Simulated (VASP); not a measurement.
# CaF2 (Fluorite) (Fm-3m) in VASP: further runs

The runs below take CaF2 (Fluorite) through evGW0 quasiparticle levels, phonons, dielectric tensor, band structure, with PBE.

All numbers are computed with VASP 6.6.1; they aren't measurements. Logs are shortened: lines on timing, memory, paths and dates and some standing lists are left out, and cuts for length are marked.

## (1) Starting point

The structure is cubic, space group Fm-3m (No. 225). The conventional cell has a = 5.425 Å, b = 5.425 Å, c = 5.425 Å, α = 90.00°, β = 90.00°, γ = 90.00°. Around Ca (site symmetry m-3m) lie 8 F at 2.35 Å. Around F (site symmetry -43m) lie 4 Ca at 2.35 Å.

## (2) EvGW0 quasiparticle levels, PBE

File POSCAR:

```
CaF2                                    
1.0
    0.0000000000      2.7123156408      2.7123156408
    2.7123156408      0.0000000000      2.7123156408
    2.7123156408      2.7123156408      0.0000000000
  Ca              F             
     1     2
Direct
     0.0000000000000000    0.0000000000000000    0.0000000000000000
     0.2500000000000000    0.2500000000000000    0.2500000000000000
     0.7500000000000000    0.7500000000000000    0.7500000000000000
```

File INCAR.step1:

```
SYSTEM = CaF2
  PREC = Accurate
  ENCUT = 500
  EDIFF = 1E-8
  ISMEAR = 0
  SIGMA = 0.01
  LREAL = .False.
  LASPH = .True.
  NELM = 80
  ALGO = Fast
  LWAVE = .True.
  LCHARG = .False.
  GGA = PE
  KPAR = 4
```

File INCAR.step2:

```
SYSTEM = CaF2
  PREC = Accurate
  ENCUT = 500
  EDIFF = 1E-8
  ISMEAR = 0
  SIGMA = 0.01
  LREAL = .False.
  LASPH = .True.
  NELM = 1
  ALGO = Exact
  LWAVE = .True.
  LCHARG = .False.
  GGA = PE
  KPAR = 4
  NBANDS = 164
  LOPTICS = .True.
  ISTART = 1
```

File INCAR.step3:

```
SYSTEM = CaF2
  PREC = Accurate
  ENCUT = 500
  EDIFF = 1E-8
  ISMEAR = 0
  SIGMA = 0.01
  LREAL = .False.
  LASPH = .True.
  ALGO = EVGW0
  LWAVE = .False.
  LCHARG = .False.
  GGA = PE
  KPAR = 4
  NELMGW = 4
  NBANDS = 164
  ENCUTGW = 150
  NOMEGA = 48
  PRECFOCK = Fast
  ISTART = 1
  NBANDSGW = 20
```

File KPOINTS:

```
regular mesh
0
Gamma
  4 4 4
  0 0 0
```

Potentials or basis: VASP PAW PBE potentials, release 64 (Ca_sv_GW, F_GW).

Command:

```sh
$ cat potpaw_PBE.64/Ca_sv_GW/POTCAR potpaw_PBE.64/F_GW/POTCAR > POTCAR
$ cp INCAR.step1 INCAR
$ mpirun -np 4 vasp_std > vasp.out
$ cp INCAR.step2 INCAR
$ mpirun -np 4 vasp_std > vasp.out
$ cp INCAR.step3 INCAR
$ mpirun -np 4 vasp_std > vasp.out
```

OUTCAR:

```text
SYSTEM = CaF2
   PREC = Accurate
   ENCUT = 500
   EDIFF = 1E-8
   ISMEAR = 0
   LREAL = .False.
   LASPH = .True.
   GGA = PE
   NELMGW = 4
   ENCUTGW = 150
   PRECFOCK = Fast
   ISTART = 1

 ion  position               nearest neighbor table
   1  0.000  0.000  0.000-   3 2.35   3 2.35   3 2.35   2 2.35   3 2.35   2 2.35   2 2.35   2 2.35

   2  0.250  0.250  0.250-   1 2.35   1 2.35   1 2.35   1 2.35
   3  0.750  0.750  0.750-   1 2.35   1 2.35   1 2.35   1 2.35

  LATTYP: Found a face centered cubic cell.
 ALAT       =     5.4246312816

  Lattice vectors:

 A1 = (   0.0000000000,   2.7123156408,   2.7123156408)
 A2 = (   2.7123156408,   0.0000000000,   2.7123156408)
 A3 = (   2.7123156408,   2.7123156408,   0.0000000000)

Analysis of symmetry for initial positions (statically):
=====================================================================
 Subroutine PRICEL returns:
 Original cell was already a primitive cell.

 Routine SETGRP: Setting up the symmetry group for a
 face centered cubic supercell.

 Subroutine GETGRP returns: Found 48 space group operations
 (whereof 48 operations were pure point group operations)
 out of a pool of 48 trial point group operations.

The static configuration has the point symmetry O_h .

Analysis of symmetry for dynamics (positions and initial velocities):
=====================================================================
 Subroutine PRICEL returns:
 Original cell was already a primitive cell.

 Routine SETGRP: Setting up the symmetry group for a
 face centered cubic supercell.

 Subroutine GETGRP returns: Found 48 space group operations
 (whereof 48 operations were pure point group operations)
 out of a pool of 48 trial point group operations.

The dynamic configuration has the point symmetry O_h .

 Subroutine INISYM returns: Found 48 space group operations
 (whereof 48 operations are pure point group operations),
 and found     1 'primitive' translations

----------------------------------------------------------------------------------------

                                     Primitive cell

  volume of cell :      39.9071

  direct lattice vectors                    reciprocal lattice vectors
     0.000000000  2.712315641  2.712315641    -0.184344326  0.184344326  0.184344326
     2.712315641  0.000000000  2.712315641     0.184344326 -0.184344326  0.184344326
     2.712315641  2.712315641  0.000000000     0.184344326  0.184344326 -0.184344326

  length of vectors
     3.835793565  3.835793565  3.835793565     0.319293740  0.319293740  0.319293740

  position of ions in fractional coordinates (direct lattice)
     0.000000000  0.000000000  0.000000000
     0.250000000  0.250000000  0.250000000
     0.750000000  0.750000000  0.750000000

  ion indices of the primitive-cell ions
   primitive index   ion index
                 1           1
                 2           2
                 3           3

----------------------------------------------------------------------------------------

 KPOINTS: regular mesh

Automatic generation of k-mesh.
 Grid dimensions read from file:
 generate k-points for:    4    4    4

 Generating k-lattice:

  Cartesian coordinates                     Fractional coordinates (reciprocal lattice)
    -0.046086082  0.046086082  0.046086082     0.250000000  0.000000000  0.000000000
     0.046086082 -0.046086082  0.046086082     0.000000000  0.250000000  0.000000000
     0.046086082  0.046086082 -0.046086082     0.000000000  0.000000000  0.250000000

  Length of vectors
     0.079823435  0.079823435  0.079823435

  Shift w.r.t. Gamma in fractional coordinates (k-lattice)
     0.000000000  0.000000000  0.000000000

 Subroutine IBZKPT returns following result:
 ===========================================

 Found      8 irreducible k-points:

 Following reciprocal coordinates:
            Coordinates               Weight
  0.000000  0.000000  0.000000      1.000000
  0.250000  0.000000  0.000000      8.000000
  0.500000  0.000000  0.000000      4.000000
  0.250000  0.250000  0.000000      6.000000
  0.500000  0.250000  0.000000     24.000000
 -0.250000  0.250000  0.000000     12.000000
  0.500000  0.500000  0.000000      3.000000
 -0.250000  0.500000  0.250000      6.000000
   k-points           NKPTS =      8   k-points in BZ     NKDIM =     64   number of bands    NBANDS=    164
   number of dos      NEDOS =    301   number of ions     NIONS =      3
   total plane-waves  NPLWV =  21952
   dimension x,y,z NGX =    28 NGY =   28 NGZ =   28
   dimension x,y,z NGXF=    56 NGYF=   56 NGZF=   56
   ions per type =               1   2
   NGX,Y,Z   is equivalent  to a cutoff of  12.14, 12.14, 12.14 a.u.
   NGXF,Y,Z  is equivalent  to a cutoff of  24.27, 24.27, 24.27 a.u.
 SYSTEM =  CaF2
   PREC   = accura    normal or accurate (medium, high low for compatibility)
   ISTART =      1    job   : 0-new  1-cont  2-samecut
   ICHARG =      0    charge: 1-file 2-atom 10-const
   ISPIN  =      1    spin polarized calculation?
   LNONCOLLINEAR =      F non collinear calculations
   LSORBIT =      F    spin-orbit coupling
   LASPH  =      T    aspherical Exc in radial PAW
   ENCUT  =  500.0 eV  36.75 Ry    6.06 a.u.   6.99  6.99  6.99*2*pi/ulx,y,z
   NELM   =     60;   NELMIN=  2; NELMDL=  0     # of ELM steps
   EDIFF  = 0.1E-07   stopping-criterion for ELM
   LREAL  =      F    real-space projection
   EDIFFG = 0.1E-06   stopping-criterion for IOM
   NSW    =      0    number of steps for IOM
   IBRION =     -1    ionic relax: 0-MD 1-quasi-New 2-CG
   NFREE  =      0    steps in history (QN), initial steepest desc. (CG)
   ISIF   =      0    stress and relaxation
   ISYM   =      3    0-nonsym 1-usesym 2-fastsym
   POTIM  = 0.5000    time-step for ionic-motion
   TEBEG  =    0.0;   TEEND  =   0.0 temperature during run
   PSTRESS=    0.0 pullay stress
   NELECT =      24.0000    total number of electrons
   NUPDOWN=      -1.0000    fix difference up-down
   EMIN   =  10.00;   EMAX   =-10.00  energy-range for DOS
   EFERMI =   0.00;   METHOD = LEGACY
   ISMEAR =     0;   SIGMA  =   0.01  broadening in eV -4-tet -1-fermi 0-gaus
   EFERMI_NEDOS =   21; number of points for ismear=-14 and -15
   IALGO  =     38    algorithm
   IMIX   =      4    mixing-type and parameters
     AMIX     =   0.40;   BMIX     =  1.00
     AMIX_MAG =   1.60;   BMIX_MAG =  1.00
  volume/ion in A,a.u.               =      13.30        89.77
  Fermi-wavevector in a.u.,A,eV,Ry     =   1.381852  2.611323 25.980546  1.909516
  Thomas-Fermi vector in A             =   2.506598
   LORBIT       =      0    0 simple, 1 ext, 2 COOP (PROOUT), +10 PAW based schemes
   GGA     = PE    functional components
   LHFCALC =     T    Hartree Fock is set to
   PRECFOCK=fast      Normal, Fast or Accurate (Low or Medium for compatibility)
   ENCUT4O =  -1.0   cutoff for four orbital integrals eV
   NKREDX  =     1    reduce k-point grid by
   NKREDY  =     1    reduce k-point grid by
   NKREDZ  =     1    reduce k-point grid by
   AEXX    =    1.0000 exact exchange contribution
   HFSCREEN=    0.0000 screening length (either q_TF or 0.3 A-1)
   HFSCREENC=   0.0000 screening length for correlation (either q_TF or 0.3 A-1)
   ENCUTFOCK=  -1.0 apply spherical cutoff to Coloumb kernel
   IVDW    =     0    specifies the selected vdW correction
   LEPSILON=     F    determine dielectric tensor
   LRPA    =     F    only Hartree local field effects (RPA)
   LRPAFORCE           =     F    calculate RPA forces
   ENCUTGW             = 150.0    cutoff for response function in eV
   ENCUTGWSOFT         = 120.0    soft cutoff for Coulomb kernel in GW response function in eV
   ENCUTLF             =  -1.0    cutoff for local field effects
   NELMGW              =     4    number of iterations in solving QP/BSE equation
   NELMHF              =     1    number of iterations in the inner HF iteration
   NKREDLFX            =     1    NKREDLFY  =   1   NKREDLFZ  =   1
 non-spin polarized calculation
 Gauss-broadening in eV      SIGMA  =   0.01
  energy-cutoff  :      500.00
  volume of cell :       39.91
 maximum number of plane-waves:      1036
  NGX = 16; NGY = 16; NGZ = 16
   NGX = 13   NGY = 13   NGZ = 13
 maximum number of plane-waves:       176

 QP shifts <psi_nk| G(iteration)W_0 |psi_nk>: iteration 1
 for sc-GW calculations column KS-energies equals QP-energies in previous step
 and V_xc(KS)=  KS-energies - (<T + V_ion + V_H > + <T+V_H+V_ion>^1  + <V_x>^1)

 k-point   1 :       0.0000    0.0000    0.0000
  band No.  KS-energies  QP-energies   sigma(KS)   V_xc(KS)     V^pw_x(r,r')   Z            occupation Imag(sigma)

      1     -34.7846     -37.1485     -24.1880     -20.6883     -34.4664       0.6755       2.0000       0.9572
      2     -18.8290     -22.5296     -27.7308     -22.5993     -36.7328       0.7212       2.0000       0.8227
      3     -18.0266     -21.7634     -28.6715     -23.5391     -37.6065       0.7281       2.0000       0.7725
      4     -15.7234     -19.0808     -24.1071     -19.9943     -27.9853       0.8163       2.0000       0.2175
      5     -15.7234     -19.0808     -24.1071     -19.9943     -27.9853       0.8163       2.0000       0.2175
      6     -15.7234     -19.0808     -24.1071     -19.9943     -27.9853       0.8163       2.0000       0.2175
[... 165 lines left out ...]
      4     -15.8400     -19.2100     -23.9868     -19.8374     -27.9174       0.8122       2.0000       0.2557
      5     -15.3775     -18.7920     -24.9539     -20.7665     -29.2632       0.8154       2.0000       0.2843
      6     -15.3775     -18.7920     -24.9539     -20.7665     -29.2632       0.8154       2.0000       0.2843
[... 12 lines left out ...]
     19      17.0201      18.9289     -10.0615     -12.3327      -6.0608       0.8404       0.0000      -0.1807
     20      17.0201      18.9289     -10.0615     -12.3327      -6.0608       0.8404       0.0000      -0.1807

 QP shifts <psi_nk| G(iteration)W_0 |psi_nk>: iteration 2

 k-point   1 :       0.0000    0.0000    0.0000
  band No. old QP-enery  QP-energies   sigma(KS)   T+V_ion+V_H  V^pw_x(r,r')   Z            occupation Imag(sigma)

      1     -37.1485     -38.0709     -24.3192     -14.0963     -34.4664       0.7280       2.0000       0.7698
      2     -22.5296     -23.4290     -27.5503       3.7703     -36.7328       0.7193       2.0000       0.9384
      3     -21.7634     -22.6346     -28.4830       5.5125     -37.6065       0.7217       2.0000       0.8699
      4     -19.0808     -19.6029     -23.9964       4.2710     -27.9853       0.8100       2.0000       0.2107
      5     -19.0808     -19.6029     -23.9964       4.2710     -27.9853       0.8100       2.0000       0.2107
      6     -19.0808     -19.6029     -23.9964       4.2710     -27.9853       0.8100       2.0000       0.2107
[... 165 lines left out ...]
      4     -19.2100     -19.7451     -23.8733       3.9974     -27.9174       0.8036       2.0000       0.2495
      5     -18.7920     -19.3210     -24.8376       5.3891     -29.2632       0.8057       2.0000       0.2807
      6     -18.7920     -19.3210     -24.8376       5.3891     -29.2632       0.8057       2.0000       0.2807
[... 12 lines left out ...]
     19      18.9289      19.1662     -10.1401      29.3528      -6.0608       0.8360       0.0000      -0.1763
     20      18.9289      19.1662     -10.1401      29.3528      -6.0608       0.8360       0.0000      -0.1763

 QP shifts <psi_nk| G(iteration)W_0 |psi_nk>: iteration 3

 k-point   1 :       0.0000    0.0000    0.0000
  band No. old QP-enery  QP-energies   sigma(KS)   T+V_ion+V_H  V^pw_x(r,r')   Z            occupation Imag(sigma)

      1     -38.0709     -38.3103     -24.3101     -14.0963     -34.4664       0.7135       2.0000       0.8020
      2     -23.4290     -23.6334     -27.4831       3.7703     -36.7328       0.7204       2.0000       0.9853
      3     -22.6346     -22.8324     -28.4227       5.5125     -37.6065       0.7179       2.0000       0.9044
      4     -19.6029     -19.6893     -23.9811       4.2710     -27.9853       0.8059       2.0000       0.2113
      5     -19.6029     -19.6893     -23.9811       4.2710     -27.9853       0.8059       2.0000       0.2113
      6     -19.6029     -19.6893     -23.9811       4.2710     -27.9853       0.8059       2.0000       0.2113
[... 165 lines left out ...]
      4     -19.7451     -19.8368     -23.8566       3.9974     -27.9174       0.8038       2.0000       0.2514
      5     -19.3210     -19.4153     -24.8277       5.3891     -29.2632       0.8020       2.0000       0.2816
      6     -19.3210     -19.4153     -24.8277       5.3891     -29.2632       0.8020       2.0000       0.2816
[... 12 lines left out ...]
     19      19.1662      19.1902     -10.1579      29.3528      -6.0608       0.8346       0.0000      -0.1775
     20      19.1662      19.1902     -10.1579      29.3528      -6.0608       0.8346       0.0000      -0.1775

 QP shifts <psi_nk| G(iteration)W_0 |psi_nk>: iteration 4

 k-point   1 :       0.0000    0.0000    0.0000
  band No. old QP-enery  QP-energies   sigma(KS)   T+V_ion+V_H  V^pw_x(r,r')   Z            occupation Imag(sigma)

      1     -38.3103     -38.3606     -24.2856     -14.0963     -34.4664       0.7011       2.0000       0.8115
      2     -23.6334     -23.6786     -27.4664       3.7703     -36.7328       0.7211       2.0000       0.9981
      3     -22.8324     -22.8770     -28.4070       5.5125     -37.6065       0.7172       2.0000       0.9135
      4     -19.6893     -19.7057     -23.9807       4.2710     -27.9853       0.8044       2.0000       0.2121
      5     -19.6893     -19.7057     -23.9807       4.2710     -27.9853       0.8044       2.0000       0.2121
      6     -19.6893     -19.7057     -23.9807       4.2710     -27.9853       0.8044       2.0000       0.2121
[... 164 lines left out ...]
      3     -23.5554     -23.5993     -27.0699       3.4534     -35.9014       0.7185       2.0000       0.9102
      4     -19.8368     -19.8543     -23.8560       3.9974     -27.9174       0.8048       2.0000       0.2528
      5     -19.4153     -19.4335     -24.8271       5.3891     -29.2632       0.8022       2.0000       0.2821
      6     -19.4153     -19.4335     -24.8271       5.3891     -29.2632       0.8022       2.0000       0.2821
[... 12 lines left out ...]
     19      19.1902      19.1924     -10.1600      29.3528      -6.0608       0.8345       0.0000      -0.1773
     20      19.1902      19.1924     -10.1600      29.3528      -6.0608       0.8345       0.0000      -0.1773
```

Run time: 1.7 min. Hardware: 4 MPI ranks of Intel Xeon 6975P-C (Granite Rapids), shared host; peak memory 0.36 GiB.

What came out:

```yaml
Band_gap_on_the_k_mesh_mean-field_level: 7.42 eV, indirect (least direct gap 7.68 eV)
Quasiparticle_gap: 11.19 eV
Least_direct_quasiparticle_gap: 11.51 eV
```

Levels at points of the mesh, in eV from the valence-band top:
| k point | band 9 | band 10 | band 11 | band 12 | band 13 | band 14 | band 15 | band 16 |
| --- | --- | --- | --- | --- | --- | --- | --- | --- |
| (0.00, 0.00, 0.00) | -2.17 | -0.26 | -0.26 | -0.26 | 7.42 | 9.25 | 9.25 | 11.39 |
| (0.50, 0.00, 0.00) | -1.31 | -1.27 | -0.85 | -0.85 | 9.48 | 9.48 | 9.90 | 10.84 |
| (0.50, 0.50, 0.00) | -1.68 | -0.38 | -0.38 | 0.00 | 8.18 | 9.64 | 10.20 | 11.17 |

Quasiparticle gap after each update of the energies (eV): 10.52, 11.07, 11.17, 11.19

Caveat: the k mesh is coarse (spacing up to 0.50 Å⁻¹), so the values aren't converged; bands, screening cutoff and mesh are small and nothing is extrapolated, so the quasiparticle values aren't converged.

(Part 1 of 3 ends here.)
